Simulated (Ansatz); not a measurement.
SiC: a fit and a missing row

SiC, P6_3mc, a = 3.075 Å, c = 5.048 Å. The compound has several low-lying forms, and this is one of them. Ansatz: r2SCAN, PAW, 500 eV, Γ-centred 12×12×6 mesh on 4 atoms, Gaussian smearing 0.02 eV; no spin polarisation. Shape and atoms are relaxed at each volume; pressure is positive in compression.

```
V (Å³/atom) P (GPa)
      9.716    15.91
     10.026     7.39
     10.336     0.02
     10.646    -6.34
     10.956        ?
```

Question: Take V0 = 10.336 Å³/atom, count pressures from its P0 = 0.02 GPa, fit the third-order Birch–Murnaghan form to the other rows, and predict the missing pressure.

Answer: With the Eulerian strain f = ½[(V0/V)^(2/3) − 1] and y = (P − P0)/[3f(1 + 2f)^(5/2)], the form is the line y = B0 + 1.5 B0 (B0′ − 4) f. Rows (f, y): 0.02105, 227.0; 0.01025, 227.8; -0.00975, 228.4. Means f = 0.007183, y = 227.73; Σ(Δf)² = 0.0004884, ΣΔfΔy = -0.02125; the slope is their ratio. y = 228.0 − 43.51 f GPa, so B0 = 228.0 GPa and B0′ = 4 + 2 × (-43.51)/(3 × 228.0) = 3.87. At V = 10.956, f = -0.01905, y = 228.83 and P = -11.85 GPa. The run gave -11.83 GPa, so the fit is 0.02 GPa too low, a small miss on the scale of the series. The form still works here, 33 % of the fitted range beyond its end.